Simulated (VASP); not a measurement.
Input:

```
BeO
1.0
    1.35962    -2.35493     0.00000
    1.35962     2.35493     0.00000
    0.00000     0.00000     4.41478
Be O
2 2
Direct
  0.66667   0.33333   0.50006
  0.33333   0.66667   0.00006
  0.66667   0.33333   0.87794
  0.33333   0.66667   0.37794
```

All values below come from LDA (Ceperley-Alder, Perdew-Zunger), VASP's LDA PAW potentials (set 64) (plane waves; VASP). Settings: 520 eV cut-off, 9×9×5 Γ-centred mesh, Gaussian smearing of 0.050 eV, potentials Be O.

Question: Give the stress tensor in GPa (positive for a compressed cell).

Answer: 
```
-12.10    0.00    0.00
  0.00  -12.10    0.00
  0.00    0.00  -11.87
```
The pressure is its mean diagonal, -12.03 GPa.

The compound is BeO in the wurtzite structure. This cell is one point of a volume scan, at 1.06 of the reference volume.
